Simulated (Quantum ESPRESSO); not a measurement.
Nd in Quantum ESPRESSO: convergence with density cutoff

Input of the first run (density cutoff 200 Ry); the others differ in this setting and in those tied to it:

Contents of pw.in:

```
&CONTROL
  calculation = 'scf'
  prefix = 'pwscf'
  outdir = './tmp'
  pseudo_dir = './pseudo'
  tprnfor = .true.
  tstress = .true.
  disk_io = 'nowf'
/
&SYSTEM
  ibrav = 0
  nat = 1
  ntyp = 1
  ecutwfc = 50
  ecutrho = 200
  nbnd = 16
  occupations = 'smearing'
  smearing = 'mv'
  degauss = 0.00734986
  nspin = 2
  starting_magnetization(1) = 0.2143
/
&ELECTRONS
  conv_thr = 2d-10
  electron_maxstep = 120
  mixing_beta = 0.3
/
ATOMIC_SPECIES
Nd   144.2420 Nd.GGA_PBE-JTH.UPF
CELL_PARAMETERS angstrom
   0.0000000000    2.6049204508    2.6049204508
   2.6049204508    0.0000000000    2.6049204508
   2.6049204508    2.6049204508    0.0000000000
ATOMIC_POSITIONS crystal
Nd     0.0000000000    0.0000000000    0.0000000000
K_POINTS automatic
9 9 9 0 0 0
```

Potentials or basis: JTH 2.0 PBE.

Launch:

```console
$ OMP_NUM_THREADS=1 pw.x -in pw.in > pw.out
```

This isn't the form of Nd at room conditions, which is double hcp.

Hardware: 1 thread of Arm Neoverse V1 (shared host).

| density cutoff | energy less the tightest run, at zero smearing (meV/atom) | SCF cycles | CPU time (s) | peak memory (GiB) |
| --- | --- | --- | --- | --- |
| 200 Ry | -0.03 | 33 | 110 | 0.16 |
| 250 Ry | -0.03 | 32 | 110 | 0.21 |
| 300 Ry | -0.03 | 34 | 120 | 0.26 |
| 350 Ry | -0.02 | 32 | 120 | 0.31 |
| 400 Ry | -0.01 | 32 | 130 | 0.36 |
| 500 Ry | 0.01 | 32 | 140 | 0.49 |
| 600 Ry | 0.00 | 34 | 170 | 0.62 |
| 800 Ry | 0.00 | 33 | 190 | 0.89 |

Against the tightest run, the energy stays within 1 meV/atom from 200 Ry on. The tightest run that finished is the yardstick and may itself not be fully converged.

Caveat, for the tightest run too: the magnetic or orbital state may not be the lowest. The state reached can hang on the start; a lower one may exist.
